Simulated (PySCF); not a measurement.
# [C2H3O2]− (SMILES CC(=O)[O-]): levels of theory compared

We compute a comparison of 6 runs (HF/def2-SVP, B3LYP/6-31G*, M06-2X/6-31G*, r2SCAN/cc-pVTZ, MP2/def2-SVP) of [C2H3O2]−. The job is set up through a Python script.

Program for the calculation: PySCF 2.14.0.

## (1) Starting point

[C2H3O2]− has 7 atoms, charge -1, and is taken as a singlet. SMILES: `CC(=O)[O-]`. The coordinates come from a GFN2-xTB relaxation.

Bond lengths: C1–C2 1.586 Å, C2–O3 1.239 Å, C2–O4 1.239 Å, C1–H5 1.089 Å, C1–H6 1.089 Å, C1–H7 1.090 Å. Angles: C1–C2–O3 115.5°, C1–C2–O4 115.6°, O3–C2–O4 128.9°, C2–C1–H5 110.3°, C2–C1–H6 110.1°, C2–C1–H7 108.5°, H5–C1–H6 110.2°, H5–C1–H7 108.9°, H6–C1–H7 108.7°.

## (2) Energy and forces at HF/def2-SVP (run 1)

Contents of run.py:

```python
import pyscf.grad
from pyscf import gto, scf

system = gto.Mole()
system.atom = [
    ('C', (-0.347900, 0.555510, -0.163180)),
    ('C', (0.483280, -0.741860, 0.212880)),
    ('O', (0.863820, -0.808430, 1.390470)),
    ('O', (0.653340, -1.554680, -0.707110)),
    ('H', (-0.274920, 0.754610, -1.231440)),
    ('H', (0.016010, 1.410800, 0.404260)),
    ('H', (-1.393620, 0.384050, 0.094120)),
]
system.max_memory = 1860
system.spin = 0
system.verbose = 4
system.charge = -1
system.basis = 'def2-svp'
system.build()

mf = scf.RHF(system)
mf.conv_tol = 1e-10
mf.kernel()
if not mf.converged:
    mf = mf.newton().run(mf.mo_coeff, mf.mo_occ)

e_final = mf.e_tot
print(f'total energy: {e_final:.8f} hartree')
grad = mf.Gradients().kernel()
mf.analyze()
```

Started as:

```console
$ OMP_NUM_THREADS=1 python run.py
```

What it wrote:

```text
PySCF version 2.14.0

[... 87 lines left out ...]
MO #1   energy= -20.2500666964013  occ= 2
[... 13 lines left out ...]
MO #15  energy= -0.168335499260768 occ= 2
[... 13 lines left out ...]
MO #29  energy= 1.04368305852583   occ= 0
[... 13 lines left out ...]
MO #43  energy= 1.91338040356021   occ= 0
[... 13 lines left out ...]
MO #57  energy= 2.97542233791176   occ= 0
[... 13 lines left out ...]
MO #71  energy= 4.37593173360027   occ= 0
[... 82 lines left out ...]
WARN: System has nonzero charge -1; the dipole moment is origin-dependent.
Location of origin: [0. 0. 0.]

Dipole moment(X, Y, Z, Debye): -3.79481,  5.80447, -1.66823
```

It took 8.1 s on 1 thread of Intel Xeon at 2.50GHz (Skylake/Cascade Lake), shared host; peak memory 0.14 GiB.

## (3) Energy and gradient at B3LYP/6-31G(d) (spherical functions) (run 2)

Contents of job.py:

```python
import pyscf.grad
from pyscf import gto, dft

mol = gto.M(
    atom=[
    ('C', (-0.347900, 0.555510, -0.163180)),
    ('C', (0.483280, -0.741860, 0.212880)),
    ('O', (0.863820, -0.808430, 1.390470)),
    ('O', (0.653340, -1.554680, -0.707110)),
    ('H', (-0.274920, 0.754610, -1.231440)),
    ('H', (0.016010, 1.410800, 0.404260)),
    ('H', (-1.393620, 0.384050, 0.094120)),
],
    max_memory=1860,
    verbose=3,
    charge=-1,
    basis='6-31g*',
)

mf = dft.RKS(mol)
mf.xc = 'b3lyp'
mf.grids.level = 5
mf.conv_tol = 1e-10
mf.kernel()
if not mf.converged:
    mf = mf.newton().run(mf.mo_coeff, mf.mo_occ)

etot = mf.e_tot
print('Final energy', etot)
grad = mf.Gradients().kernel()
mf.analyze()
```

Started as:

```console
$ OMP_NUM_THREADS=1 python job.py
```

What it wrote:

```text
converged SCF energy = -228.491822208347
[... 18 lines left out ...]
MO #7   energy= -0.50553738456549  occ= 2
[... 10 lines left out ...]
MO #18  energy= 0.298155243135766  occ= 0
[... 10 lines left out ...]
MO #29  energy= 0.937554305494744  occ= 0
[... 10 lines left out ...]
MO #40  energy= 1.41468820639393   occ= 0
[... 10 lines left out ...]
MO #51  energy= 2.21317240432376   occ= 0
[... 10 lines left out ...]
MO #62  energy= 3.38704807742941   occ= 0
[... 9 lines left out ...]
WARN: System has nonzero charge -1; the dipole moment is origin-dependent.
Location of origin: [0. 0. 0.]

Dipole moment(X, Y, Z, Debye): -3.44592,  5.24644, -1.50225
```

Run time: 32 s. Hardware: 1 thread of Intel Xeon at 2.50GHz (Skylake/Cascade Lake), shared host; peak memory 0.62 GiB.

## (4) Energy and gradient at M06-2X/6-31G(d) (spherical functions) (run 3)

Contents of mol.xyz:

```xyz
7

C     -0.347900     0.555510    -0.163180
C      0.483280    -0.741860     0.212880
O      0.863820    -0.808430     1.390470
O      0.653340    -1.554680    -0.707110
H     -0.274920     0.754610    -1.231440
H      0.016010     1.410800     0.404260
H     -1.393620     0.384050     0.094120
```

Contents of input.py:

```python
from pyscf import gto, dft

mol = gto.M(
    atom='mol.xyz',
    verbose=4,
    basis='6-31g*',
    max_memory=1860,
    charge=-1,
)

mf = dft.RKS(mol)
mf.xc = 'm06-2x'
mf.conv_tol = 1e-10
mf.grids.level = 5
mf.kernel()
if not mf.converged:
    mf = mf.newton().run(mf.mo_coeff, mf.mo_occ)

e_tot = mf.e_tot
print('E = %.10f Eh' % e_tot)
grad = mf.nuc_grad_method().kernel()
dip = mf.dip_moment()
pop, q = mf.mulliken_pop()
```

Started as:

```console
$ OMP_NUM_THREADS=1 python input.py
```

What it wrote:

```text
PySCF version 2.14.0

[... 78 lines left out ...]
converged SCF energy = -228.397950964899
[... 16 lines left out ...]
WARN: System has nonzero charge -1; the dipole moment is origin-dependent.
[... 2 lines left out ...]
Dipole moment(X, Y, Z, Debye): -3.52675,  5.38300, -1.54404
[... 70 lines left out ...]
charge of    6H =      0.10886
```

Wall time 44 s (1 thread of Intel Xeon at 2.50GHz (Skylake/Cascade Lake), shared host); peak memory 0.62 GiB.

Runs 4 to 5 aren't shown in full; the table further down has their settings and results.

## (5) Energy and gradient at MP2/def2-SVP (run 6)

Contents of input.py:

```python
from pyscf import gto, mp

mol = gto.M(
    atom='''
C     -0.347900     0.555510    -0.163180
C      0.483280    -0.741860     0.212880
O      0.863820    -0.808430     1.390470
O      0.653340    -1.554680    -0.707110
H     -0.274920     0.754610    -1.231440
H      0.016010     1.410800     0.404260
H     -1.393620     0.384050     0.094120
''',
    verbose=3,
    spin=0,
    max_memory=1860,
    basis='def2-svp',
    charge=-1,
)

mf = mol.RHF()
mf.conv_tol = 1e-10
mf.kernel()
if not mf.converged:
    mf = mf.newton().run(mf.mo_coeff, mf.mo_occ)

pt = mp.MP2(mf, frozen=4).run()
e_tot = pt.e_tot
print('E(%s) = %.9f' % ('MP2', e_tot))
grad = pt.nuc_grad_method().kernel()
mf.analyze()
```

Started as:

```console
$ OMP_NUM_THREADS=1 python input.py
```

What it wrote:

```text
converged SCF energy = -227.050945103616
[... 24 lines left out ...]
MO #11  energy= -0.397081427583414 occ= 2
[... 11 lines left out ...]
MO #23  energy= 0.726830309484081  occ= 0
[... 11 lines left out ...]
MO #35  energy= 1.4179121275186    occ= 0
[... 11 lines left out ...]
MO #47  energy= 2.14387795398143   occ= 0
[... 11 lines left out ...]
MO #59  energy= 3.27158376115858   occ= 0
[... 11 lines left out ...]
MO #71  energy= 4.37593173360027   occ= 0
[... 9 lines left out ...]
WARN: System has nonzero charge -1; the dipole moment is origin-dependent.
Location of origin: [0. 0. 0.]

Dipole moment(X, Y, Z, Debye): -3.79481,  5.80447, -1.66823
```

Run time: 12 s. Hardware: 1 thread of Intel Xeon at 2.50GHz (Skylake/Cascade Lake), shared host; peak memory 0.3 GiB.

## (6) The series

| run | level | integration grid | Cartesian functions | energy (Eh) | HOMO energy (eV) | LUMO energy (eV) | HOMO–LUMO gap (eV) | wall time |
| --- | --- | --- | --- | --- | --- | --- | --- | --- |
| 1 | HF/def2-SVP | – | no | -227.050945 | -4.48 | 9.62 | 14.10 | 8.1 s |
| 2 | B3LYP/6-31G* (spherical functions) | 5 | no | -228.491822 | 0.36 | 7.98 | 7.63 | 32 s |
| 3 | M06-2X/6-31G* (spherical functions) | 5 | no | -228.397951 | -1.80 | 9.20 | 11.00 | 44 s |
| 4 | B3LYP/6-31G* (Cartesian functions) | 5 | yes | -228.496583 | 0.33 | 7.97 | 7.64 | 33 s |
| 5 | r2SCAN/cc-pVTZ | 5 | no | -228.483877 | 0.62 | 6.06 | 5.45 | 3.5 min |
| 6 | MP2/def2-SVP | – | no | -227.687458 | -4.48 | 9.62 | 14.10 | 12 s |

## (7) Summary of results

| quantity | value |
| --- | --- |
| run 6: total energy | -227.68746 Eh |
| run 6: HOMO energy (Hartree–Fock orbitals) | -4.48 eV |
| run 6: LUMO energy (Hartree–Fock orbitals) | 9.62 eV |
| run 6: HOMO–LUMO gap (to an unbound level, set by the basis) | 14.10 eV |
| run 6: correlation energy (4 core orbitals frozen) | -636.5 mEh |
| run 6: largest force on an atom | 1.140 eV/Å |

In words: Over runs 1, 2, 3, 4, 5 the HOMO–LUMO gap runs from 5.45 eV (r2SCAN/cc-pVTZ) to 14.10 eV (HF/def2-SVP). The two ends differ in method and basis. The empty levels of an anion lie above zero and hang on the basis. Totals of different functionals can't be ranked against each other. In runs 2, 4, 5 the HOMO lies above zero, so the outermost electron may be held by the basis alone. All runs together took 5.7 min, the longest 3.5 min.
